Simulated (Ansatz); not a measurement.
**Structures of HfO2: which is lowest?**

Plane-wave DFT in Ansatz with scalar-relativistic PAW potentials, cutoff 420 eV, Γ-centred meshes chosen by cell and gap, Gaussian smearing with energies taken to zero width. Every cell was relaxed (cell and atoms) in a run of its own, within the symmetry of its start. Functional: LDA.

Relaxed structures (starts from databases or built by putting these elements on another compound's sites):
A. I4_1/amd, 6 atoms in the computed cell, a = 3.951 Å, c = 10.449 Å; sites (symmetry × multiplicity) Hf -4m2 × 4, O 2mm. × 8; start: built
B. P4_2/nmc, 6 atoms in the computed cell, a = 3.537 Å, c = 5.102 Å; sites (symmetry × multiplicity) Hf -4m2 × 2, O 2mm. × 4; start: database
C. P2_1/c, 12 atoms in the computed cell, a = 5.047 Å, b = 5.139 Å, c = 5.216 Å, β = 99.6°; sites (symmetry × multiplicity) Hf 1 × 4, O 1 × 4 + 1 × 4; start: database
D. Pbca, 24 atoms in the computed cell, a = 5.000 Å, b = 9.894 Å, c = 5.176 Å; sites (symmetry × multiplicity) Hf 1 × 8, O 1 × 8 + 1 × 8; start: database
E. Pnma, 12 atoms in the computed cell, a = 5.486 Å, b = 3.256 Å, c = 6.397 Å; sites (symmetry × multiplicity) Hf .m. × 4, O .m. × 4 + .m. × 4; start: database
F. Fm-3m, 3 atoms in the computed cell, a = 5.001 Å; sites (symmetry × multiplicity) Hf m-3m × 4, O -43m × 8; start: database
G. Pca2_1, 12 atoms in the computed cell, a = 5.181 Å, b = 4.976 Å, c = 4.996 Å; sites (symmetry × multiplicity) Hf 1 × 4, O 1 × 4 + 1 × 4; start: database

Q: Rank them by energy. Could pressure change the order?

A:
| structure | group | E − E(lowest) (meV/atom) | V (Å³/atom) | gap on mesh (eV) |
| --- | --- | --- | --- | --- |
| C | P2_1/c | 0.0 | 11.12 | 3.94 |
| D | Pbca | 10.6 | 10.67 | 4.23 |
| G | Pca2_1 | 16.7 | 10.73 | 4.33 |
| B | P4_2/nmc | 39 | 10.64 | 4.48 |
| F | Fm-3m | 61 | 10.42 | 3.66 |
| E | Pnma | 67 | 9.52 | 3.24 |
| A | I4_1/amd | 70 | 13.59 | 4.34 |

C is lowest, 11 meV/atom under D. D is denser by 0.45 Å³/atom, so pressure favours it: ΔE/ΔV, with ΔE in eV and 1 eV/Å³ = 160.2 GPa, gives about 3.8 GPa for equal enthalpy if both cells were rigid, a rough figure since the two compress differently. Other structures may lie lower than all of these, and vibrations aren't counted.

Spin-orbit coupling is left out, which matters for the bands of heavy elements.